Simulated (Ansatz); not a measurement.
## Relaxing C(111) slab, H on the bottom face (63 atoms)

How does C(111) slab, H on the bottom face (63 atoms) relax, and what do bonds, charges and levels look like afterwards?

Program: Ansatz 0.2.0. Level of theory: Kohn-Sham DFT, PBE+D3(BJ), PAW (set soft_2), plane waves. Results are calculated unless marked as measured.

Most raw output is cut from this account.

### 1. Set-up

The cell holds 63 atoms: 54 C and 9 H. Its edges and angles: a = 7.567 Å, b = 7.567 Å, c = 17.724 Å, α = 90.0°, β = 90.0°, γ = 120.0°. It derives from C (diamond-structure). Diamond-structure C (a = 3.567 Å), (111) slab of 6 atomic planes, 3 x 3 surface cells, H on the broken bonds of the bottom face, 12 Å of vacuum; displaced by a Gaussian of 0.02 Å. Regions: slab, 54 atoms (54 C); hydrogen, 9 atoms (9 H). Vacuum lies along c.

Limits known from the start: The main run has no spin polarisation, so any moments at edges, vacancies or dangling bonds can't form in it. The electron count is odd and the run has no spin polarisation.

### 2. Single point at the start

The forces at the start show how far the geometry lies from a minimum of this functional.

input.yaml reads:

```yaml
crystal:
  lattice:
    - [7.56675, 0.0, 0.0]
    - [-3.78337, 6.553, 0.0]
    - [0.0, 0.0, 17.72367]
  atoms:
    - { symbol: C, position: [0.44636, 0.89411, 0.4287] }
    - { symbol: C, position: [0.33013, 0.99984, 0.40084] }
    - { symbol: C, position: [0.22441, 0.78093, 0.54497] }
    - { symbol: C, position: [0.44432, 0.89064, 0.5158] }
    - { symbol: C, position: [0.33256, 0.00113, 0.66227] }
    - { symbol: C, position: [0.22723, 0.78237, 0.63322] }
    - { symbol: C, position: [0.44776, 0.55738, 0.43007] }
    - { symbol: C, position: [0.32868, 0.66544, 0.40198] }
[... 51 atom lines left out ...]
    - { symbol: H, position: [0.00443, 0.0058, 0.33789] }
    - { symbol: H, position: [0.66882, 0.33867, 0.33877] }
    - { symbol: H, position: [0.00644, 0.67388, 0.33825] }
    - { symbol: H, position: [0.99994, 0.33129, 0.33965] }
kpoints:
  mp_grid: { grid: [2, 2, 1] }
hamiltonian:
  xc: pbe
  dispersion: d3bj
scf:
  occupations: { method: gaussian, width: 0.025 }
output:
  forces: true
  populations: true
  dos:
    method: { smearing: { sigma: 0.15 } }
    de: 0.1
    projected:
      site_lists:
        C: [C]
        H: [H]
        slab: [0, 1, 2, 3, 4, 5, 6, 7, 8, 9, 10, 11, 12, 13, 14, 15, 16, 17, 18, 19, 20, 21, 22, 23, 24, 25, 26, 27, 28, 29, 30, 31, 32, 33, 34, 35, 36, 37, 38, 39, 40, 41, 42, 43, 44, 45, 46, 47, 48, 49, 50, 51, 52, 53]
        hydrogen: [54, 55, 56, 57, 58, 59, 60, 61, 62]
  eigenvalues: true
```

The run is started by

```
$ ansatz run input.yaml --threads 4 --pin off --max-ram 8192MiB --backend cpu --events-out ev --progress --plain --runs-dir out
```

It took 31 s on 4 threads of Arm Neoverse V2, shared host; peak memory 3.1 GiB.

Read from the output:

```
free energy                             : -13674.1991 eV
free energy per atom                    : -217.0508 eV/atom
SCF cycles                              : 23
r.m.s. force component                  : 1.609 eV/Å
longest force                           : 5.38 eV/Å
Fermi energy                            : 2.472 eV
levels partly filled by over 2 per cent : 12
spilling of the projection              : 0.005824
```

The r.m.s. force component of 1.6 eV/Å sets the starting point.

Neighbours are counted within 1.85 Å (C-C), 1.34 Å (C-H).

Length of the force by element and coordination:

```tsv
element	coordination	atoms	mean length of the force (eV/Å)	spread	least	most
C	all	54	2.56	1.48	0.329	5.38
C	3	9	4.16	0.227	3.68	4.50
C	4	45	2.24	1.42	0.329	5.38
H	all	9	1.09	0.816	0.169	2.94
```

### 3. Relaxation

With the cell held, the atoms are moved downhill towards a nearby minimum.

input.yaml, the sections that differ from step 2:

```yaml
output:
  forces: true
relax:
  f_tol: 0.03
  max_steps: 200
  constraints:
    - { sites: [0, 1, 6, 7, 12, 13, 18, 19, 24, 25, 30, 31, 36, 37, 42, 43, 48, 49, 54, 55, 56, 57, 58, 59, 60, 61, 62], fix: xyz }
# crystal, kpoints, hamiltonian, scf: as in step 2
```

It took 2.1 min on 4 threads; peak memory 3 GiB; 7.7 min of CPU time.

Step by step:

```tsv
step	energy less that of the first step (eV)	largest force component, free atoms (eV/Å)
1	0.0000	5.1990
2	-3.9974	2.7052
3	-5.0310	0.9771
4	-5.0158	1.2557
5	-5.1739	0.2183
6	-5.1929	0.0857
7	-5.1951	0.0431
8	-5.1963	0.0508
9	-5.1964	0.0908
10	-5.1906	0.2692
11	-5.1980	0.0207
```

Relaxation steps 4, 10 were tried and not accepted.

The atoms that moved most (Å):

```tsv
atom	dx	dy	dz	length
C5	0.002	-0.005	-0.165	0.165
C11	-0.016	0.016	-0.159	0.160
C53	0.026	0.003	-0.156	0.158
C30	-0.029	0.063	0.138	0.155
C41	-0.032	-0.020	-0.138	0.143
C47	0.001	0.014	-0.136	0.137
C12	-0.038	-0.013	0.129	0.135
C17	-0.010	0.011	-0.131	0.132
```

The relaxation changed the energy by -82.5 meV/atom, and atoms moved by 0.072 Å r.m.s., 0.17 Å at most.

### 4. Distances and neighbours after relaxation

Bonds before and after, by the cutoffs listed below:

```tsv
pair	bonds before	bonds after	mean before (Å)	mean after (Å)	spread before (Å)	spread after (Å)
C-C	99	99	1.545	1.538	0.027	0.057
C-H	9	9	1.084	1.084	0.034	0.034
```

Normalised to the volume that the atoms fill. g(r), total and by pair (bins of 0.2 Å):

```tsv
r (Å)	total	C-C	C-H	H-H
1.00	0.41	0.00	1.66	0.00
1.20	0.18	0.00	0.73	0.00
1.40	1.08	1.47	0.00	0.00
1.60	2.13	2.90	0.00	0.00
1.80	0.00	0.00	0.00	0.00
2.00	0.02	0.00	0.07	0.00
2.20	0.42	0.00	1.73	0.00
2.40	0.84	0.99	0.00	5.50
2.60	2.76	3.39	0.26	10.27
2.80	0.77	0.40	1.96	0.00
3.00	1.82	2.48	0.00	0.00
3.20	0.07	0.00	0.29	0.00
3.40	0.33	0.08	1.12	0.00
3.60	0.60	0.80	0.05	0.00
3.80	1.06	1.37	0.21	0.00
4.00	0.30	0.30	0.36	0.00
4.20	0.44	0.17	1.29	0.00
4.40	1.84	2.16	0.57	5.25
4.60	1.00	1.11	0.73	0.00
4.80	0.09	0.11	0.03	0.00
5.00	0.83	0.79	0.72	3.52
5.20	1.01	1.05	0.96	0.42
5.40	0.48	0.44	0.64	0.00
5.60	0.79	0.91	0.49	0.00
5.80	0.52	0.71	0.00	0.00
6.00	0.15	0.00	0.63	0.00
6.20	0.49	0.43	0.71	0.00
6.40	0.62	0.69	0.47	0.00
```

Bonds by pair of elements; cutoffs follow the first minimum of g(r), held within bounds set by covalent radii, and pairs that aren't listed don't count as bonded:

```tsv
pair A-B	cutoff (Å)	bonds	mean length (Å)	spread (Å)	shortest (Å)	B about A	A about B
C-C	1.85	99	1.54	0.057	1.48	3.67	3.67
C-H	1.34	9	1.08	0.034	1.02	0.167	1
```

How many atoms have how many bonded neighbours:

```tsv
element	mean	1	3	4
C	3.83	0	9	45
H	1	9	0	0
```

Bond angles, per cent of each kind in bins of 5°:

```tsv
angle (°)	C-C-C	C-C-H
95–100	3.3	0.0
100–105	6.7	7.4
105–110	38.9	51.9
110–115	31.1	40.7
115–120	20.0	0.0
```

Bond angles (no mean is given where the spread exceeds 20°):

```tsv
angle	count	mean (°)	spread (°)
C-C-C	270	110	4.5
C-C-H	27	109	2.2
```

Bond length by coordination (bonds to H left out):

```tsv
element	coordination	atoms	mean bond length (Å)
C	3	9	1.48
C	4	45	1.55
```

By these cutoffs 83 % of C atoms have 4 and all H atoms have 1 bonded neighbour. The C-C-C angle averages 110° with a spread of 4°.

### 5. Single point at the relaxed geometry

The electronic structure is read at the final geometry, in a run of its own.

input.yaml reads:

```yaml
crystal:
  lattice:
    - [7.56675, 0.0, 0.0]
    - [-3.78337, 6.553, 0.0]
    - [0.0, 0.0, 17.72367]
  atoms:
    - { symbol: C, position: [0.44636, 0.89411, 0.4287] }
    - { symbol: C, position: [0.33013, 0.99984, 0.40084] }
    - { symbol: C, position: [0.22201, 0.77855, 0.54276] }
    - { symbol: C, position: [0.44461, 0.89085, 0.51638] }
    [... 53 atom lines left out ...]
    - { symbol: H, position: [0.33231, 0.34074, 0.34061] }
    - { symbol: H, position: [0.66464, 0.66456, 0.33896] }
    - { symbol: H, position: [0.00443, 0.0058, 0.33789] }
    - { symbol: H, position: [0.66882, 0.33867, 0.33877] }
    - { symbol: H, position: [0.00644, 0.67388, 0.33825] }
    - { symbol: H, position: [0.99994, 0.33129, 0.33965] }
kpoints:
  mp_grid: { grid: [2, 2, 1] }
hamiltonian:
  xc: pbe
  dispersion: d3bj
scf:
  occupations: { method: gaussian, width: 0.025 }
output:
  forces: true
  populations: true
  dos:
    method: { smearing: { sigma: 0.15 } }
    de: 0.1
    projected:
      site_lists:
        C: [C]
        H: [H]
        slab: [0, 1, 2, 3, 4, 5, 6, 7, 8, 9, 10, 11, 12, 13, 14, 15, 16, 17, 18, 19, 20, 21, 22, 23, 24, 25, 26, 27, 28, 29, 30, 31, 32, 33, 34, 35, 36, 37, 38, 39, 40, 41, 42, 43, 44, 45, 46, 47, 48, 49, 50, 51, 52, 53]
        hydrogen: [54, 55, 56, 57, 58, 59, 60, 61, 62]
  eigenvalues: true
  write_density: true
  write_potential: true
  volumetric_format: npy
  elf: true
```

The job ended after 28 s (4 threads; peak memory 3.1 GiB; 1.8 min of CPU time).

The program notes that the exchange-correlation potential is rough where the density is thin.

Read from the output:

| Quantity | Value |
| --- | --- |
| free energy | -13679.3971 eV |
| free energy per atom | -217.1333 eV/atom |
| SCF cycles | 13 |
| r.m.s. force component | 0.7412 eV/Å |
| longest force | 4.766 eV/Å |
| Fermi energy | 3.325 eV |
| levels partly filled by over 2 per cent | 2 |
| spilling of the projection | 0.006228 |

Neighbours are counted within 1.85 Å (C-C), 1.34 Å (C-H), the cutoffs taken from the relaxation.

Length of the force by element and coordination:

```tsv
element	coordination	atoms	mean length of the force (eV/Å)	spread	least	most
C	all	54	0.685	1.07	0.0025	4.77
C	3	9	0.0118	0.0043	0.0025	0.0183
C	4	45	0.820	1.13	0.0032	4.77
H	all	9	1.08	0.807	0.146	2.91
```

Löwdin charges by element and coordination (they lack the spilled electrons, 0.022 e an atom on average):

```tsv
element	coordination	atoms	mean charge (e)	spread	least	most
C	all	54	-0.0021	0.0724	-0.154	0.0822
C	3	9	-0.0462	0.0084	-0.0599	-0.0374
C	4	45	0.0067	0.0762	-0.154	0.0822
H	all	9	0.169	0.0153	0.147	0.195
```

By region:

```tsv
region	atoms	mean length of the force (eV/Å)
slab	54	0.685
hydrogen	9	1.08
```

States in the cell by windows of 1 eV, zero at the Fermi level; the larger projections on atomic orbitals stand beside the total:

```tsv
from (eV)	to (eV)	total	slab	C p	C s	H s	hydrogen
-18	-17	9.5	9.3	3.4	5.9	0.1	0.1
-17	-16	12.0	11.6	4.9	6.8	0.3	0.3
-16	-15	4.1	4.0	1.7	2.3	0.1	0.1
-15	-14	9.5	9.1	4.6	4.5	0.3	0.3
-14	-13	7.5	7.4	5.0	2.3	0.1	0.1
-13	-12	16.6	15.8	10.6	5.2	0.6	0.6
-12	-11	6.3	5.8	4.1	1.7	0.5	0.5
-11	-10	9.2	8.9	6.7	2.2	0.3	0.3
-10	-9	18.2	17.3	15.5	1.8	0.8	0.8
-9	-8	16.3	15.4	13.5	1.9	0.8	0.8
-8	-7	22.4	21.0	19.3	1.6	1.4	1.4
-7	-6	16.1	15.6	15.0	0.6	0.5	0.5
-6	-5	28.2	27.2	26.3	1.0	0.9	0.9
-5	-4	14.4	13.9	13.3	0.5	0.5	0.5
-4	-3	4.1	4.1	4.1	0.0	0.0	0.0
-3	-2	1.2	1.1	1.1	0.0	0.0	0.0
-2	-1	0.0	0.0	0.0	0.0	0.0	0.0
-1	0	8.7	8.5	7.9	0.6	0.0	0.0
0	1	9.3	8.7	8.0	0.7	0.3	0.3
1	2	3.5	1.0	0.7	0.3	0.7	0.7
2	3	2.9	0.8	0.5	0.3	0.8	0.8
3	4	9.8	4.9	3.0	1.9	1.0	1.0
4	5	14.7	8.3	6.1	2.2	0.7	0.7
```

Between -23 and -18 eV lie 20 more states.

The levels nearest the highest filled one (over half full), pooled over k-points and spins:

```tsv
level less the highest filled one (eV)	occupation
-0.073	2
-0.0707	2
-0.0658	2
-0.0641	2
-0.0635	2
0	1.89
0.0592	0.08
0.067	0.029
0.0995	0
0.111	0
0.114	0
0.179	0
```

Planar average of the electrostatic potential energy along the normal, with the Fermi level as zero, after a running mean with a triangular window 4 Å wide at its base:

```tsv
height (Å)	potential energy (eV)
0.0	3.10
0.4	2.96
1.0	2.77
1.5	2.63
2.1	2.43
2.5	2.29
3.0	2.14
3.5	1.92
4.0	1.66
4.6	1.01
5.0	0.10
5.5	-1.69
6.1	-5.25
6.5	-7.97
7.1	-11.08
7.5	-12.45
8.0	-12.90
8.6	-12.94
9.0	-12.82
9.6	-12.61
10.0	-12.47
10.5	-12.20
11.1	-11.53
11.5	-10.08
12.1	-6.23
12.6	-2.92
13.0	0.22
13.6	3.22
14.0	4.00
14.6	4.07
15.1	3.96
15.5	3.82
16.1	3.63
16.5	3.49
17.1	3.30
17.6	3.15
```

Valence density in the ca plane at fractional y = 0.000, with atoms of C and H within 0.2 Å of it. It is the smooth field of the valence electrons, not physical close to the nuclei.

Values in e/Å³, 10 rows by 16 columns, each cell a mean:
```
0.0 0.0 0.0 0.0 0.0 0.6 1.3 0.3 0.4 0.3 1.3 0.3 0.0 0.0 0.0 0.0
0.0 0.0 0.0 0.0 0.0 0.1 0.6 0.5 1.1 0.4 0.7 0.1 0.0 0.0 0.0 0.0
0.0 0.0 0.0 0.0 0.0 0.5 1.2 0.4 0.4 0.3 1.2 0.2 0.0 0.0 0.0 0.0
0.0 0.0 0.0 0.0 0.0 1.1 1.6 0.3 0.2 0.3 1.5 0.3 0.0 0.0 0.0 0.0
0.0 0.0 0.0 0.0 0.0 0.1 0.7 0.5 1.0 0.4 0.7 0.1 0.0 0.0 0.0 0.0
0.0 0.0 0.0 0.0 0.0 0.3 0.9 0.4 0.7 0.4 0.9 0.2 0.0 0.0 0.0 0.0
0.0 0.0 0.0 0.0 0.0 1.1 1.7 0.3 0.2 0.3 1.6 0.3 0.0 0.0 0.0 0.0
0.0 0.0 0.0 0.0 0.0 0.3 1.0 0.4 0.6 0.4 1.0 0.2 0.0 0.0 0.0 0.0
0.0 0.0 0.0 0.0 0.0 0.1 0.6 0.5 1.0 0.4 0.7 0.1 0.0 0.0 0.0 0.0
0.0 0.0 0.0 0.0 0.0 1.0 1.5 0.3 0.2 0.3 1.5 0.3 0.0 0.0 0.0 0.0
```
Columns run along c (17.7 Å), rows up along a (7.6 Å). Atoms in or near the plane, at fractional coordinates: C at (0.40, 0.33), C at (0.65, 0.33), C at (0.40, 0.67), C at (0.65, 0.67), C at (0.40, 0.00), C at (0.65, 0.00), H at (0.34, 0.34), H at (0.34, 0.66), H at (0.34, 0.00).

ELF in the ca plane at fractional y = 0.000, with atoms of C and H within 0.2 Å of it. It is the smooth field of the valence electrons, not physical close to the nuclei.

Values in units of 1e-1, 10 rows by 16 columns, each cell a mean:
```
0.0 0.0 0.0 0.1 5.0 8.6 6.0 2.6 2.9 2.7 6.1 6.0 1.0 0.0 0.0 0.0
0.0 0.0 0.0 0.0 0.3 1.2 5.1 4.2 8.2 4.0 5.8 1.4 0.0 0.0 0.0 0.0
0.0 0.0 0.0 0.1 3.7 7.9 6.1 2.9 3.5 2.7 6.3 5.6 0.9 0.0 0.0 0.0
0.0 0.0 0.0 0.1 5.8 9.7 4.8 2.3 1.1 2.5 4.5 7.3 1.7 0.0 0.0 0.0
0.0 0.0 0.0 0.0 0.8 2.9 5.8 4.2 7.3 3.6 6.3 2.3 0.1 0.0 0.0 0.0
0.0 0.0 0.0 0.0 2.4 5.4 6.5 3.8 5.9 3.3 6.8 3.4 0.3 0.0 0.0 0.0
0.0 0.0 0.0 0.2 6.7 9.8 4.1 2.2 0.7 2.6 3.9 7.5 1.7 0.0 0.0 0.0
0.0 0.0 0.0 0.0 2.4 5.6 6.4 3.4 5.3 3.2 6.8 4.0 0.4 0.0 0.0 0.0
0.0 0.0 0.0 0.0 0.8 2.4 5.5 4.0 7.7 3.8 6.1 1.9 0.1 0.0 0.0 0.0
0.0 0.0 0.0 0.2 6.3 9.5 5.1 2.2 1.5 2.5 4.9 7.0 1.4 0.0 0.0 0.0
```
Columns run along c (17.7 Å), rows up along a (7.6 Å). Atoms in or near the plane, at fractional coordinates: C at (0.40, 0.33), C at (0.65, 0.33), C at (0.40, 0.67), C at (0.65, 0.67), C at (0.40, 0.00), C at (0.65, 0.00), H at (0.34, 0.34), H at (0.34, 0.66), H at (0.34, 0.00).

Mean Löwdin charges: C -0.00, H +0.17 e (they miss 0.62 % of the electrons, so they add up to more than the cell's charge). Charges this small depend on the projection, at times even in sign. Within 0.4 eV of the Fermi level the largest share is C p (91 % of the projected weight). The potential slopes across the vacuum by 0.32 eV/Å: the slab bears a dipole, and with periodic images along the normal there is no flat vacuum level to read.

Local excerpt of 13 atoms (numbers count through the whole input) about C29, which has 3 bonded neighbours where the commonest count for C is 4; x, y, z are measured from there.

```tsv
atom	x	y	z	distance (Å)	bonds	Löwdin charge (e)	Fx	Fy	Fz (eV/Å)
C29	0.00	0.00	0.00	0.00	3	-0.06	0.00	0.00	0.02
C36	1.26	0.73	-0.27	1.48	4	0.05	0.00	0.00	0.00
C18	-1.26	0.73	-0.27	1.48	4	0.05	0.00	-0.01	0.00
C30	0.00	-1.46	-0.28	1.49	4	0.04	0.00	0.00	-0.01
C27	0.00	-1.46	-1.94	2.43	4	0.07	-0.01	-0.01	0.01
C15	-1.26	0.73	-1.96	2.44	4	0.08	-0.02	-0.01	0.00
C33	1.26	0.73	-1.97	2.45	4	0.08	0.01	0.00	-0.02
C35	1.26	2.18	-0.02	2.52	3	-0.04	-0.01	0.01	0.00
C17	-1.26	2.18	-0.01	2.52	3	-0.04	0.00	0.00	-0.01
C47	2.52	0.00	-0.04	2.52	3	-0.04	0.01	0.00	0.00
C11	-2.52	0.00	-0.03	2.53	3	-0.04	0.01	0.01	-0.01
C41	1.27	-2.19	0.00	2.53	3	-0.06	-0.01	0.00	-0.01
C23	-1.27	-2.19	0.00	2.53	3	-0.06	0.01	0.01	-0.01
```

The column of bonds counts only the pairs C-C within 1.85 Å, C-H within 1.34 Å; other neighbours, such as metal atoms beside each other in a compound, aren't counted, and periodic images can show an atom twice.

### 6. A run with a doubtful setting

The input is spoilt on purpose; the run shows how that looks.

input.yaml, the sections that differ from step 5:

```yaml
crystal:
  lattice:
    - [7.56675, 0.0, 0.0]
    - [-3.78337, 6.553, 0.0]
    - [0.0, 0.0, 17.72367]
  atoms:
    [... the 63 atom lines of step 2 ...]
scf:
  occupations: { method: gaussian, width: 0.025 }
  max_iter: 80
output:
  forces: true
basis:
  ecutwfc: "400 K"
# kpoints, hamiltonian: as in step 5
```

The job ended after 0.04 s (4 threads; peak memory 0.063 GiB).

The program refused the input before any cycle.

The program's message: “Error: inconsistent input (basis.ecutwfc, kpoints): the smallest per-k basis holds n_pw = 0 plane waves (k-point 1, counted from 0 among those solved) but the deck needs at least 114 band(s) per chann …”

The fault in the input: a cutoff in the wrong unit (basis.ecutwfc = "400 K"). The fix is to take out basis.ecutwfc.

### 7. What came out

| Quantity | Value |
| --- | --- |
| energy change in the relaxation | -82.51 meV/atom |
| r.m.s. displacement | 0.072 Å |
| largest displacement | 0.165 Å |
| free energy per atom | -217.1333 eV/atom |
| r.m.s. force component | 0.7412 eV/Å |
| wall time of the 3 DFT runs | 3.1 min |

Relaxation lowers the energy by 82.5 meV/atom and moves atoms by 0.072 Å r.m.s.; the r.m.s. force component goes from 1.6 to 0.74 eV/Å, held atoms included. By the final cutoffs no bond was broken or made. From the first step to the last the energy fell by 5.198 eV, and the largest move was 0.16 Å (C5). The C-C bonds change most in mean length: from 1.545 Å (spread 0.027) to 1.538 Å (spread 0.057). By these cutoffs 83 % of C atoms have 4 and all H atoms have 1 bonded neighbour. 2 levels are partly filled, by over 2 % (on the run's k-points): no clear gap opens at this level. Levels of broken or missing bonds inside a gap of the host would look the same.

Caveats: The slab bears a dipole and has periodic images along its normal, so a spurious field crosses the vacuum. 27 atoms were held in place, and force statistics include the forces on them.

[Logs are printed without paths, hosts, clocks, repeated set-up lines and the standing remarks that a program may print on its own settings, such as how far it seeks lower states.]

[Hosts, paths, dates, database ids (printed as entryN), source tags and the programs' standing remarks are cut or masked in the printed files.]
